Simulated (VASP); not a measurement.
Wanted: the native input for a VASP 6.6.1 run.

* Task: single point
* Functional: PBE
* Potentials or basis: VASP PAW PBE potentials, release 64 (Li_sv, O)
* Cutoff: 520 eV
* k mesh: 8 × 8 × 8
* Occupations: gaussian, width 0.05 eV
* Spin: no spin polarisation
* Dipole correction: no
* Further INCAR settings: ALGO = Normal; EDIFF = 1e-06; NBANDS = 13

The structure of Li2O lies in POSCAR:

```
Li2O
1.0
    0.0000000000      2.3129114561      2.3129114561
    2.3129114561      0.0000000000      2.3129114561
    2.3129114561      2.3129114561      0.0000000000
Li O
2 1
Direct
    0.2500000000      0.2500000000      0.2500000000
    0.7500000000      0.7500000000      0.7500000000
    0.0000000000      0.0000000000      0.0000000000
```

One way to write it, as run:

INCAR

```
PREC     = Accurate       # precision mode
ENCUT    = 520            # plane-wave cutoff, eV
EDIFF    = 1E-6           # SCF threshold, eV
ISMEAR   = 0              # smearing method
SIGMA    = 0.05           # smearing width, eV
LREAL    = False          # projectors in reciprocal space
LASPH    = True           # aspherical terms in the spheres
NELM     = 80             # most SCF steps
ALGO     = Normal         # electronic algorithm
ISIF     = 2              # what is computed and relaxed
LWAVE    = False          # write WAVECAR
LCHARG   = False          # write CHGCAR
GGA      = PE             # functional
NBANDS   = 13             # bands
```

KPOINTS

```
Automatic mesh
0
Gamma
  8 8 8
```

Potentials or basis: VASP PAW PBE potentials, release 64 (Li_sv, O).

Launch:

```sh
$ cat potpaw_PBE.64/Li_sv/POTCAR potpaw_PBE.64/O/POTCAR > POTCAR
$ mpirun -np 1 vasp_std > vasp.out
```

It gave:

* Band gap on the k mesh: 4.96 eV, indirect (least direct gap 5.25 eV)

It took 3.7 s on 1 thread of Intel(R) Xeon(R) 6975P-C (Granite Rapids), on a shared host, peak memory 0.13 GiB.
